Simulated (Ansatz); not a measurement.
# C: from a guess to a relaxed structure, part 1 of 2

Where does this trial cell of C go when cell and atoms are let free?

Computed with Ansatz 0.2.0 (DFT PBE, scalar-relativistic, plane waves, PAW, unless a step's input says otherwise).

## Step 1: Starting point

Symmetry: P4/mmm, No. 123, tetragonal system. The conventional cell has a = 1.802 Å, b = 1.802 Å, c = 1.850 Å, α = 90.00°, β = 90.00°, γ = 90.00°. C (site symmetry 4/mmm) is surrounded by 6 C at 1.80 to 1.85 Å.

As a file:

```xyz
1
Lattice="1.8020 0.0000 0.0000 0.0000 1.8020 0.0000 0.0000 0.0000 1.8497" Properties=species:S:1:pos:R:3 pbc="T T T"
C     0.9010    0.9010    0.0000
```

A structure generator made this guess: random cell by space group and Wyckoff sites (P4/mmm, No. 123). Its size is a rough estimate.

## Step 2: A first look at the guess

input.yaml

```yaml
crystal:
  lattice:
    - [1.80199176, 0.0, 0.0]
    - [0.0, 1.80199176, 0.0]
    - [0.0, 0.0, 1.84970995]
  atoms:
    - { symbol: C, position: [0.5, 0.5, 0.0] }
basis:
  ecutwfc: 420
kpoints:
  mp_grid: { grid: [10, 10, 10] }
hamiltonian:
  xc: pbe
scf:
  occupations: { method: gaussian, width: 0.1 }
  lower_state_search: "off"
output:
  forces: true
  stress: true
  eigenvalues: true
```

Started as:

```sh
$ ansatz run input.yaml --threads 1 --pin off --max-ram 2560MiB --backend cpu --events-out ev --progress --plain --runs-dir out
```

The program printed, shortened:

```text
Warning: RAYON_NUM_THREADS=1 ignored (pool sized by the plan → 1); use --threads N
[...]
Pseudopotentials: kind: paw
Pseudopotential: C, paw, valence charge 4, recommended cutoff 420 eV (normal), C.paw.azcp
Functional definition: PBE
[...]
Crystal: 1 atoms, lattice volume = 6.006 Å³
Basis set: ecut = 420 eV, 123 PW (Γ), exchange–correlation on 30×30×30 points (8 copies of the dense FFT grid, shifted against one another)
Bands: 6, of which v1, the nominal top of the filled ones, is band 2 counted from 1 (1 counted from 0)
Symmetry: 16 space group operations
Space group: P4/mmm (ITA 123), of the structure as read, at distance tolerance 1.8e-5 Å
k-points: 126 of 1000
[...]
SCF iter   1: F=—  HF=-248.174856 eV  |F-HF|=—  |Δ(HF+E_count)|=         —  Δρ=7.30e-3  dr2=1.10e-3  ethr=1.77e-3  ⟨swp⟩=5.0  Hψ=5860  notcnv=0
[...]
SCF iter   6: F=-248.175109 eV  HF=-248.175109 eV  |F-HF|=1.14e-13  |Δ(HF+E_count)|=  7.63e-11  Δρ=1.25e-7  dr2=5.31e-13  ethr=1.98e-12  ⟨swp⟩=1.4  Hψ=2331  notcnv=0
[...]
SCF converged after 6 iterations
Free energy (F): -248.175109 eV
[...]
E sigma→0 (E₀):  -248.174361 eV
Entropy (-TS):   -0.001495 eV (-1.495 meV/atom)
Fermi energy:    12.956616 eV
[...]
--- Forces (eV/Å), atoms counted from 1 ---
  atom   1  C      0.00000000     0.00000000     0.00000000
[...]
--- Stress (GPa, compression-positive) ---
      -22.791375       0.000000       0.000000
        0.000000     -22.791375       0.000000
        0.000000       0.000000      -8.684875
  P = ⅓ Tr σ = -18.0892 GPa (-180.892 kbar)
--- Band table (eV; the first three rows and the last of 126) ---
  k-point 0: bands = ["-7.9223", "20.9185", "22.3168", "22.3168", "37.0844", "38.4761"]
[...]
```

Run time: 1.6 s. Hardware: 1 thread of Intel Xeon at 2.50GHz (Skylake/Cascade Lake), shared host; peak memory 0.27 GiB.

From the probe: pressure -18.1 GPa, largest force 0.00 eV/Å, gap on this mesh none (metal). A cheap, loose relaxation comes first.

## Step 3: Spin check on a coarse mesh

input.yaml: that of step 2 with these lines changed.

```diff
@@ -6,3 +6,3 @@
   atoms:
-    - { symbol: C, position: [0.5, 0.5, 0.0] }
+    - { symbol: C, position: [0.5, 0.5, 0.0], spin: 1.0 }
 basis:
@@ -20 +20,4 @@
   eigenvalues: true
+  populations: true
+magnetization:
+  spin_polarized: true
```

Started as:

```sh
$ ansatz run input.yaml --threads 1 --pin off --max-ram 2560MiB --backend cpu --events-out ev --progress --plain --runs-dir out
```

The program printed, shortened:

```text
[...]
SCF converged after 14 iterations
Magnetization: -0.0000 μB (2.0000 up, 2.0000 down)
Absolute magnetization: 0.0000 μB (∫|ρ↑−ρ↓|, with the PAW one-centre terms)
Spin contamination: 0.0000 ħ² per cell (⟨S²⟩ above its minimum at these occupations)
Per-site moments (μB) at R_I (Å): [(-2.508459866277713e-7, 0.743321601)]
Free energy (F): -248.175109 eV
[...]
E sigma→0 (E₀):  -248.174361 eV
Entropy (-TS):   -0.001495 eV (-1.495 meV/atom)
Fermi energy:    12.956617 eV
[...]
--- Forces (eV/Å), atoms counted from 1 ---
  atom   1  C      0.00000000     0.00000000     0.00000000
[...]
--- Stress (GPa, compression-positive) ---
      -22.791359       0.000000       0.000000
        0.000000     -22.791359       0.000000
        0.000000       0.000000      -8.684872
  P = ⅓ Tr σ = -18.0892 GPa (-180.892 kbar)
--- Band table (eV; the first three rows and the last of 252) ---
  k-point 0 ↑: bands = ["-7.9223", "20.9185", "22.3168", "22.3168", "37.0844", "38.4761", "42.6234"]
[...]
--- Löwdin populations: 1 site ---
  site symbol       q [e]    m [muB]
     0      C      3.9868    -0.0000
  spilling = 0.003302 (of n_electrons = 4.000000)
```

Wall time 5.5 s (1 thread of Intel Xeon at 2.50GHz (Skylake/Cascade Lake), shared host); peak memory 0.26 GiB.

Per atom:

```tsv
atom	Löwdin electrons
C1	3.99
```

The same cell is solved with trial moments on C. The largest site moment that stays is 0.00 μB and the cell's total 0.00 μB. The workflow keeps spin only above 0.25 μB on a site, so the next run goes without spin.

## Step 4: Coarse relaxation

input.yaml: that of step 3 with these lines changed.

```diff
@@ -6,3 +6,3 @@
   atoms:
-    - { symbol: C, position: [0.5, 0.5, 0.0], spin: 1.0 }
+    - { symbol: C, position: [0.5, 0.5, 0.0] }
 basis:
@@ -20,4 +20,6 @@
   eigenvalues: true
-  populations: true
-magnetization:
-  spin_polarized: true
+relax:
+  adjacent_minimum: "off"
+  f_tol: 0.04
+  max_steps: 70
+  cell: { stress_tol: 0.4 }
```

Started as:

```sh
$ ansatz run input.yaml --threads 1 --pin off --max-ram 2560MiB --backend cpu --events-out ev --progress --plain --runs-dir out
```

The program printed:

```text
Warning: RAYON_NUM_THREADS=1 ignored (pool sized by the plan → 1); use --threads N
Engine: ansatz 0.2.0, x86_64-unknown-linux-gnu
Pseudopotentials: kind: paw
Pseudopotential: C, paw, valence charge 4, recommended cutoff 420 eV (normal), C.paw.azcp
Functional definition: PBE
  parameter kappa = 0.804
  parameter beta = 0.06672455060314922
  exchange = pbe_x(kappa = kappa, mu = beta*pi^2/3)
  correlation = pbe_c(beta = beta)
Crystal: 1 atoms, lattice volume = 6.006 Å³
Basis set: ecut = 420 eV, 123 PW (Γ), exchange–correlation on 30×30×30 points (8 copies of the dense FFT grid, shifted against one another)
Bands: 6, of which v1, the nominal top of the filled ones, is band 2 counted from 1 (1 counted from 0)
Symmetry: 16 space group operations
Space group: P4/mmm (ITA 123), of the structure as read, at distance tolerance 1.8e-5 Å
k-points: 126 of 1000
Non-local potential: C, projectors of the file, l = 0: 2, l = 1: 2, l = 2: 1
PAW form: soft (Blöchl's): semilocal exchange-correlation on the pseudo side does not see the compensation charge
PAW one-centre angular grid: C, 110 points (default); XC on 64 Gauss nodes
Initial density: superposition of atomic densities (neutral atoms: chi_scale 0, normalization atom), corrected by the library's trained network
Initial wavefunctions: pseudopotential atomic-orbital guess
Functional: x = pbe(κ = 0.804, μ = 0.2195149727645171), c = pbe(β = 0.06672455060314922)
SCF iter   1: F=—  HF=-248.174856 eV  |F-HF|=—  |Δ(HF+E_count)|=         —  Δρ=7.30e-3  dr2=1.10e-3  ethr=1.77e-3  ⟨swp⟩=5.0  Hψ=5860  notcnv=0
preconditioner: auto → none  [insulator: Δε(μ)=0.121 eV  Ē_g=24.383 eV  σ=0.100 eV  W_gap=0.61  n_scr=0 (ndim 8)  ℏωp=30.3 eV  f_vac=0.000  D(μ)=0.31/eV (n_scr^D=0)  ε∞_Penn≈2.5]
SCF iter   2: F=—  HF=-248.174978 eV  |F-HF|=—  |Δ(HF+E_count)|=   1.23e-4  Δρ=3.43e-3  dr2=2.09e-4  ethr=2.76e-5  ⟨swp⟩=1.0  Hψ=1764  notcnv=0
SCF iter   3: F=—  HF=-248.175108 eV  |F-HF|=—  |Δ(HF+E_count)|=   1.30e-4  Δρ=3.15e-4  dr2=1.43e-6  ethr=5.23e-6  ⟨swp⟩=1.6  Hψ=845  notcnv=0
SCF iter   4: F=—  HF=-248.175109 eV  |F-HF|=—  |Δ(HF+E_count)|=   9.62e-7  Δρ=1.99e-5  dr2=5.20e-9  ethr=3.58e-8  ⟨swp⟩=1.9  Hψ=939  notcnv=0
iter 5 did not close the SCF: its close was put off for the readings that it lacked (scf_convergence_deferred on its scf_iter line)
SCF iter   5: F=-248.175109 eV  HF=-248.175109 eV  |F-HF|=6.42e-11  |Δ(HF+E_count)|=   4.33e-9  Δρ=2.49e-6  dr2=7.91e-11  ethr=1.30e-10  ⟨swp⟩=2.1  Hψ=995  notcnv=0
SCF iter   6: F=-248.175109 eV  HF=-248.175109 eV  |F-HF|=1.14e-13  |Δ(HF+E_count)|=  7.63e-11  Δρ=1.25e-7  dr2=5.31e-13  ethr=1.98e-12  ⟨swp⟩=1.4  Hψ=2331  notcnv=0
SCF 1 converged in 6 iterations: F = -248.175109 eV  dr2 = 5.31e-13
relax step   1: F+E_penalty+E_count = -248.17510900 eV  Δ(F+E_penalty+E_count) = +0.000e0 eV  max|allowed force component| = 0.000e0 eV/Å  Δτ_max = 0.0000 Å  P = -18.089 GPa  Ω = 6.006 Å³  (6 SCF iters, dr2 threshold 1.00e-7 eV, accepted)
Crystal: 1 atoms, lattice volume = 5.822 Å³
Basis set: ecut = 420 eV, 111 PW (Γ), exchange–correlation on 30×30×30 points (8 copies of the dense FFT grid, shifted against one another)
Initial density: handed on by an earlier stage of this run
Initial wavefunctions: those handed on with the density
iter 1 solved again at ethr=3.40e-5 eV; its pass at ethr=3.10e-3 eV (dr2=1.36e-3 eV) is discarded
SCF iter   1: F=—  HF=-248.197057 eV  |F-HF|=—  |Δ(HF+E_count)|=         —  Δρ=6.16e-3  dr2=1.38e-3  ethr=3.40e-5  ⟨swp⟩=1.0  Hψ=7234  notcnv=0
preconditioner: auto → none  [metal: Δε(μ)=0.048 eV  Ē_g=24.885 eV  σ=0.100 eV  W_gap=0.26  n_scr=0 (ndim 8)  ℏωp=30.8 eV  f_vac=0.000  D(μ)=0.34/eV (n_scr^D=0)]
SCF iter   2: F=—  HF=-248.196717 eV  |F-HF|=—  |Δ(HF+E_count)|=   3.40e-4  Δρ=2.44e-3  dr2=2.10e-4  ethr=3.40e-5  ⟨swp⟩=1.0  Hψ=756  notcnv=0
SCF iter   3: F=—  HF=-248.196682 eV  |F-HF|=—  |Δ(HF+E_count)|=   3.54e-5  Δρ=1.75e-4  dr2=7.26e-7  ethr=5.26e-6  ⟨swp⟩=1.9  Hψ=950  notcnv=0
SCF iter   4: F=—  HF=-248.196682 eV  |F-HF|=—  |Δ(HF+E_count)|=   3.95e-7  Δρ=1.36e-5  dr2=5.86e-9  ethr=2.50e-9  ⟨swp⟩=5.1  Hψ=3980  notcnv=0
SCF iter   5: F=-248.196682 eV  HF=-248.196682 eV  |F-HF|=1.05e-10  |Δ(HF+E_count)|=   1.39e-9  Δρ=2.27e-6  dr2=1.07e-10  ethr=1.47e-10  ⟨swp⟩=1.4  Hψ=2148  notcnv=0
SCF 2 converged in 5 iterations: F = -248.196682 eV  dr2 = 1.07e-10
relax step   2: F+E_penalty+E_count = -248.19668197 eV  Δ(F+E_penalty+E_count) = -2.157e-2 eV  max|allowed force component| = 0.000e0 eV/Å  Δτ_max = 0.0000 Å  P = -10.692 GPa  Ω = 5.822 Å³  energy of the carried Pulay correction = +1.060e-3 eV  (5 SCF iters, dr2 threshold 1.00e-7 eV, accepted)
Crystal: 1 atoms, lattice volume = 5.307 Å³
Basis set: ecut = 420 eV, 91 PW (Γ), exchange–correlation on 30×30×30 points (8 copies of the dense FFT grid, shifted against one another)
iter 1 solved again at ethr=5.24e-4 eV; its pass at ethr=3.10e-3 eV (dr2=2.10e-2 eV) is discarded
SCF iter   1: F=—  HF=-248.194565 eV  |F-HF|=—  |Δ(HF+E_count)|=         —  Δρ=2.66e-2  dr2=2.13e-2  ethr=5.24e-4  ⟨swp⟩=1.0  Hψ=7768  notcnv=0
preconditioner: auto → none  [insulator: Δε(μ)=0.164 eV  Ē_g=26.540 eV  σ=0.100 eV  W_gap=0.75  n_scr=0 (ndim 8)  ℏωp=32.2 eV  f_vac=0.000  D(μ)=0.20/eV (n_scr^D=0)  ε∞_Penn≈2.5]
SCF iter   2: F=—  HF=-248.188236 eV  |F-HF|=—  |Δ(HF+E_count)|=   6.33e-3  Δρ=1.02e-2  dr2=2.94e-3  ethr=5.24e-4  ⟨swp⟩=1.7  Hψ=885  notcnv=0
SCF iter   3: F=—  HF=-248.187469 eV  |F-HF|=—  |Δ(HF+E_count)|=   7.67e-4  Δρ=6.33e-4  dr2=8.40e-6  ethr=7.35e-5  ⟨swp⟩=1.6  Hψ=864  notcnv=0
SCF iter   4: F=—  HF=-248.187475 eV  |F-HF|=—  |Δ(HF+E_count)|=   5.80e-6  Δρ=7.72e-5  dr2=1.17e-7  ethr=2.10e-7  ⟨swp⟩=1.9  Hψ=960  notcnv=0
SCF iter   5: F=-248.187475 eV  HF=-248.187475 eV  |F-HF|=1.07e-9  |Δ(HF+E_count)|=  6.27e-10  Δρ=1.65e-5  dr2=6.06e-9  ethr=2.50e-9  ⟨swp⟩=4.6  Hψ=3790  notcnv=0
SCF 3 converged in 5 iterations: F = -248.187475 eV  dr2 = 6.06e-9
relax step   3: F+E_penalty+E_count = -248.18747481 eV  Δ(F+E_penalty+E_count) = +9.207e-3 eV  max|allowed force component| = 0.000e0 eV/Å  Δτ_max = 0.0000 Å  P = +25.129 GPa  Ω = 5.307 Å³  energy of the carried Pulay correction = +4.271e-3 eV  (5 SCF iters, dr2 threshold 1.00e-7 eV, rejected (line search))
Crystal: 1 atoms, lattice volume = 5.609 Å³
Basis set: ecut = 420 eV, 95 PW (Γ), exchange–correlation on 30×30×30 points (8 copies of the dense FFT grid, shifted against one another)
iter 1 solved again at ethr=1.63e-4 eV; its pass at ethr=3.10e-3 eV (dr2=6.51e-3 eV) is discarded
SCF iter   1: F=—  HF=-248.215113 eV  |F-HF|=—  |Δ(HF+E_count)|=         —  Δρ=1.38e-2  dr2=6.50e-3  ethr=1.63e-4  ⟨swp⟩=1.0  Hψ=7454  notcnv=0
preconditioner: auto → none  [metal: Δε(μ)=0.124 eV  Ē_g=25.548 eV  σ=0.100 eV  W_gap=0.47  n_scr=0 (ndim 8)  ℏωp=31.4 eV  f_vac=0.000  D(μ)=0.25/eV (n_scr^D=0)]
SCF iter   2: F=—  HF=-248.213328 eV  |F-HF|=—  |Δ(HF+E_count)|=   1.79e-3  Δρ=5.33e-3  dr2=9.37e-4  ethr=1.63e-4  ⟨swp⟩=1.0  Hψ=758  notcnv=0
SCF iter   3: F=—  HF=-248.213115 eV  |F-HF|=—  |Δ(HF+E_count)|=   2.13e-4  Δρ=3.32e-4  dr2=2.59e-6  ethr=2.34e-5  ⟨swp⟩=1.8  Hψ=912  notcnv=0
SCF iter   4: F=—  HF=-248.213115 eV  |F-HF|=—  |Δ(HF+E_count)|=   1.91e-7  Δρ=3.23e-5  dr2=2.87e-8  ethr=6.47e-8  ⟨swp⟩=1.9  Hψ=955  notcnv=0
SCF iter   5: F=—  HF=-248.213115 eV  |F-HF|=—  |Δ(HF+E_count)|=   1.25e-7  Δρ=5.71e-6  dr2=6.79e-10  ethr=1.60e-11  ⟨swp⟩=5.0  Hψ=3627  notcnv=0
SCF iter   6: F=-248.213115 eV  HF=-248.213115 eV  |F-HF|=6.25e-12  |Δ(HF+E_count)|=  5.44e-10  Δρ=3.91e-7  dr2=2.28e-12  ethr=1.60e-11  ⟨swp⟩=3.8  Hψ=1919  notcnv=0
SCF 4 converged in 6 iterations: F = -248.213115 eV  dr2 = 2.28e-12
relax step   4: F+E_penalty+E_count = -248.21311509 eV  Δ(F+E_penalty+E_count) = -1.643e-2 eV  max|allowed force component| = 0.000e0 eV/Å  Δτ_max = 0.0000 Å  P = +2.820 GPa  Ω = 5.609 Å³  energy of the carried Pulay correction = +2.379e-3 eV  (6 SCF iters, accepted)
Crystal: 1 atoms, lattice volume = 5.652 Å³
iter 1 solved again at ethr=3.69e-6 eV; its pass at ethr=3.10e-3 eV (dr2=1.48e-4 eV) is discarded
SCF iter   1: F=—  HF=-248.213639 eV  |F-HF|=—  |Δ(HF+E_count)|=         —  Δρ=2.23e-3  dr2=1.54e-4  ethr=3.69e-6  ⟨swp⟩=1.6  Hψ=7120  notcnv=0
preconditioner: auto → none  [insulator: Δε(μ)=0.160 eV  Ē_g=25.411 eV  σ=0.100 eV  W_gap=0.51  n_scr=0 (ndim 8)  ℏωp=31.2 eV  f_vac=0.000  D(μ)=0.21/eV (n_scr^D=0)  ε∞_Penn≈2.5]
SCF iter   2: F=—  HF=-248.213597 eV  |F-HF|=—  |Δ(HF+E_count)|=   4.17e-5  Δρ=9.08e-4  dr2=2.35e-5  ethr=3.69e-6  ⟨swp⟩=1.0  Hψ=756  notcnv=0
SCF iter   3: F=—  HF=-248.213590 eV  |F-HF|=—  |Δ(HF+E_count)|=   7.15e-6  Δρ=6.11e-5  dr2=6.97e-8  ethr=2.50e-9  ⟨swp⟩=4.1  Hψ=4260  notcnv=0
SCF iter   4: F=-248.213590 eV  HF=-248.213590 eV  |F-HF|=2.57e-10  |Δ(HF+E_count)|=   6.40e-8  Δρ=6.16e-6  dr2=1.06e-9  ethr=1.74e-9  ⟨swp⟩=2.1  Hψ=2258  notcnv=0
SCF 5 converged in 4 iterations: F = -248.213590 eV  dr2 = 1.06e-9
relax step   5: F+E_penalty+E_count = -248.21358983 eV  Δ(F+E_penalty+E_count) = -4.747e-4 eV  max|allowed force component| = 0.000e0 eV/Å  Δτ_max = 0.0000 Å  P = -0.281 GPa  Ω = 5.652 Å³  energy of the carried Pulay correction = +2.113e-3 eV  (4 SCF iters, dr2 threshold 1.00e-7 eV, accepted)
Crystal: 1 atoms, lattice volume = 5.647 Å³
iter 1 solved again at ethr=6.70e-8 eV; its pass at ethr=3.10e-3 eV (dr2=2.68e-6 eV) is discarded
SCF iter   1: F=—  HF=-248.213642 eV  |F-HF|=—  |Δ(HF+E_count)|=         —  Δρ=3.09e-4  dr2=2.84e-6  ethr=6.70e-8  ⟨swp⟩=1.9  Hψ=6868  notcnv=0
preconditioner: auto → none  [insulator: Δε(μ)=0.187 eV  Ē_g=25.426 eV  σ=0.100 eV  W_gap=0.52  n_scr=0 (ndim 8)  ℏωp=31.3 eV  f_vac=0.000  D(μ)=0.21/eV (n_scr^D=0)  ε∞_Penn≈2.5]
SCF iter   2: F=—  HF=-248.213639 eV  |F-HF|=—  |Δ(HF+E_count)|=   3.19e-6  Δρ=1.26e-4  dr2=4.31e-7  ethr=6.70e-8  ⟨swp⟩=1.0  Hψ=756  notcnv=0
SCF iter   3: F=-248.213639 eV  HF=-248.213639 eV  |F-HF|=9.76e-10  |Δ(HF+E_count)|=   1.09e-7  Δρ=8.52e-6  dr2=1.23e-9  ethr=2.50e-9  ⟨swp⟩=4.8  Hψ=3704  notcnv=0
SCF 6 converged in 3 iterations: F = -248.213639 eV  dr2 = 1.23e-9
relax step   6: F+E_penalty+E_count = -248.21363906 eV  Δ(F+E_penalty+E_count) = -4.923e-5 eV  max|allowed force component| = 0.000e0 eV/Å  Δτ_max = 0.0000 Å  P = +0.088 GPa  Ω = 5.647 Å³  energy of the carried Pulay correction = +2.145e-3 eV  (3 SCF iters, dr2 threshold 1.00e-7 eV, accepted)
Basis set: ecut = 420 eV, 95 PW (Γ), exchange–correlation on 24×24×30 points (8 copies of the dense FFT grid, shifted against one another)
Initial wavefunctions: pseudopotential atomic-orbital guess (no wavefunctions were taken with the density)
iter 1 solved again at ethr=5.44e-8 eV; its pass at ethr=3.10e-3 eV (dr2=2.18e-6 eV) is discarded
SCF iter   1: F=—  HF=-248.211814 eV  |F-HF|=—  |Δ(HF+E_count)|=         —  Δρ=4.48e-4  dr2=1.57e-6  ethr=5.44e-8  ⟨swp⟩=2.1  Hψ=7884  notcnv=0
preconditioner: auto → none  [insulator: Δε(μ)=0.185 eV  Ē_g=25.428 eV  σ=0.100 eV  W_gap=0.52  n_scr=0 (ndim 8)  ℏωp=31.3 eV  f_vac=0.000  D(μ)=0.21/eV (n_scr^D=0)  ε∞_Penn≈2.5]
SCF iter   2: F=—  HF=-248.211810 eV  |F-HF|=—  |Δ(HF+E_count)|=   3.98e-6  Δρ=2.23e-4  dr2=3.55e-7  ethr=3.93e-8  ⟨swp⟩=1.0  Hψ=764  notcnv=0
SCF iter   3: F=—  HF=-248.211811 eV  |F-HF|=—  |Δ(HF+E_count)|=   7.68e-7  Δρ=1.25e-5  dr2=1.25e-9  ethr=8.86e-9  ⟨swp⟩=2.2  Hψ=1007  notcnv=0
SCF iter   4: F=-248.211811 eV  HF=-248.211811 eV  |F-HF|=5.26e-12  |Δ(HF+E_count)|=   3.00e-9  Δρ=6.15e-7  dr2=5.13e-12  ethr=1.60e-11  ⟨swp⟩=4.0  Hψ=1880  notcnv=0
SCF 7 converged in 4 iterations: F = -248.211811 eV  dr2 = 5.13e-12
relax step   7: F+E_penalty+E_count = -248.21181081 eV  Δ(F+E_penalty+E_count) = +1.828e-3 eV  max|allowed force component| = 0.000e0 eV/Å  Δτ_max = 0.0000 Å  P = -0.248 GPa  Ω = 5.647 Å³  stress off target by 2.95e-1 GPa  SCF on the basis re-selected at this cell (its energy is not comparable with the rows above)  (4 SCF iters)
basis re-selected at this cell: Δ(F+E_penalty+E_count) = +1.828e-3 eV, ΔP = -0.336 GPa vs the last step (what re-selecting the basis moved, of the pressure what is left beyond the Pulay correction that the steps carried, after the strain that the cell walked since its last selection, with what the two solves' SCF thresholds leave and, on support functions, any second-order correction that the steps lacked; it is no measure of the basis error at this ecutwfc). The dense FFT grid was sized anew with the basis: this SCF ran on 12×12×15 points, the steps before it on 15×15×15, so part of this shift can come from that change (see relax.cell in the input reference). This SCF's stress stands 2.95e-1 GPa from its target on what of the cell is left free (relax.cell.stress_tol is 4.00e-1 GPa) and its largest allowed force component is 0.00e0 eV/Å (relax.f_tol is 4.00e-2 eV/Å): within both
SCF converged after 4 iterations
Free energy (F): -248.211811 eV
Harris-Foulkes:  -248.211811 eV  (|F-HF|=5.26e-12)
Internal energy: -248.210750 eV  (E = F + TS)
E sigma→0 (E₀):  -248.211280 eV
Entropy (-TS):   -0.001061 eV (-1.061 meV/atom)
Fermi energy:    14.069151 eV
--- Per-component energies (eV) ---
  E_band       = 22.501700
  E_kinetic    = 86.856175
  E_local      = -38.745123  (includes V_loc(G=0)·N_el)
  E_nonlocal   = 26.936005
  E_hartree    = 6.133459
  E_xc         = -47.782501
  E_vxc        = -59.298400  (∫ρ·V_xc dr)
  E_paw        = -98.315479  (= ΣΔE_a)
  E_vpaw       = -5.513877  (= ΣTr[D̂ρ^β])
  E_aug_tail   = 0.000005  (compensation charges beyond the density's cutoff)
  E_ewald      = -183.293290
  E_smearing   = -0.001061  (= −TS)
  E_closure    = -0.000000  (closes the sum)
  Σ components = -248.211811   (vs F -248.211811, Δ=0.00e0)
--- Forces (eV/Å), atoms counted from 1 ---
  atom   1  C      0.00000000     0.00000000     0.00000000
  max |Σ_I F_I| component: 1.97e-30 eV/Å
--- Stress (GPa, compression-positive) ---
       -0.295361       0.000000      -0.000000
        0.000000      -0.295361       0.000000
       -0.000000       0.000000      -0.151870
  P = ⅓ Tr σ = -0.2475 GPa (-2.475 kbar)
--- Band table (eV; the first three rows and the last of 126) ---
  k-point 0: bands = ["-7.6821", "21.1354", "24.7090", "24.7090", "37.2607", "41.1723"]
  k-point 1: bands = ["-7.3245", "18.8224", "24.9122", "24.9122", "39.9288", "41.5551"]
  k-point 2: bands = ["-6.2543", "14.2680", "25.4820", "25.4820", "42.6836", "44.3888"]
  k-point 125: bands = ["12.7502", "12.7502", "14.4633", "22.5794", "31.1263", "32.0695"]
--- Relaxed structure (6 steps of the walk, 5 accepted, 1 SCFs on fresh bases) ---
  F+E_penalty+E_count = -248.21181081 eV   max|allowed force component| = 0.000e0 eV/Å   (the final SCF, on the basis selected at the relaxed cell)
  cell:  # Å, volume = 5.6466 Å³
    - [1.7431855642736047, -3.2218154252244762e-34, 0.0]
    - [-3.2218154252244762e-34, 1.7431855642736047, 0.0]
    - [0.0, 0.0, 1.8582339952280198]
  atoms:
    - { symbol: C, position: [0.4999999999999999, 0.4999999999999999, 0.0] }
```

Wall time 11 s (1 thread of Intel Xeon at 2.50GHz (Skylake/Cascade Lake), shared host); peak memory 0.28 GiB.

The steps of the relaxation:

| step | energy from step 1 (eV/cell) | largest force component (eV/Å) | pressure (GPa) | volume (Å³) |
| --- | --- | --- | --- | --- |
| 1 | 0.0000 | 0.0000 | -18.09 | 6.01 |
| 2 | -0.0216 | 0.0000 | -10.69 | 5.82 |
| 3 | -0.0124 | 0.0000 | 25.13 | 5.31 |
| 4 | -0.0380 | 0.0000 | 2.82 | 5.61 |
| 5 | -0.0385 | 0.0000 | -0.28 | 5.65 |
| 6 | -0.0385 | 0.0000 | 0.09 | 5.65 |
| 7 | -0.0367 | 0.0000 | -0.25 | 5.65 |

Step 1 is the start. Step 7 repeats the geometry before it on a plane-wave basis chosen anew for that cell, so its energy need not be comparable with the rows above. Step 3 was tried and not accepted.

|  | before | after | change |
| --- | --- | --- | --- |
| a (Å) | 1.802 | 1.743 | -3.3 % |
| b (Å) | 1.802 | 1.743 | -3.3 % |
| c (Å) | 1.850 | 1.858 | +0.5 % |
| volume (Å³/atom) | 6.01 | 5.65 | -6.0 % |
| shortest distance (Å) | 1.802 | 1.743 | -3.3 % |
| space group (0.01 Å) | P4/mmm | P4/mmm | same |

The run keeps the 16 symmetry operations of the start, so it could not have lowered the symmetry.

(Continued in part 2 of 2.)
